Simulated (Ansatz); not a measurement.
The system is ZrC.

```
Zr C
1.0
     0.00000    2.36500    2.36500
     2.36500    0.00000    2.36500
     2.36500    2.36500    0.00000
Zr C
1 1
Direct
  0.50000 0.50000 0.50000
  0.00000 0.00000 0.00000
```

| Property | Result |
| --- | --- |
| Program | Ansatz 0.2.0 |
| Task | relaxation of cell and atoms |
| Functional | revPBE |
| Dispersion | D4 |
| Potentials or basis | Ansatz PAW |
| Cutoff | 420 eV (not typed: the program's choice for these potentials) |
| k mesh | 10 × 10 × 10 |
| Occupations | fermi-dirac, width 0.05 eV |
| Spin | no spin polarisation |

At the start: volume 13.23 Å³/atom.

Where does the relaxation end?

It ends after 7 steps and the volume is 12.82 Å³/atom (-3.1 %); space group Fm-3m (No. 225, to 0.05 Å).

The path:
| step | energy change (eV) | largest force (eV/Å) | volume (Å³) |
| --- | --- | --- | --- |
| 1 | 0.0000 | 0.0000 | 26.46 |
| 2 | -0.0038 | 0.0000 | 24.93 |
| 3 | -0.0179 | 0.0000 | 25.68 |
| 4 | -0.0180 | 0.0000 | 25.65 |
| 5 | -0.0172 | 0.0000 | 25.65 |
| 6 | -0.0172 | 0.0000 | 25.64 |
| 7 | -0.0172 | 0.0000 | 25.64 |

Final structure:
```
Zr C
1.0
     0.00000    2.34054    2.34054
     2.34054    0.00000    2.34054
     2.34054    2.34054    0.00000
Zr C
1 1
Direct
  0.50000 0.50000 0.50000
  0.00000 0.00000 0.00000
```

Caveat: the plane-wave basis is chosen anew once the cell has moved, so the energies of steps on either side of that aren't comparable; pairwise dispersion overbinds metals, which lowers pressure and volume; the PAW data sets come from PBE, with cores solved anew for the run's functional, which leaves a small shift of forces and pressure.
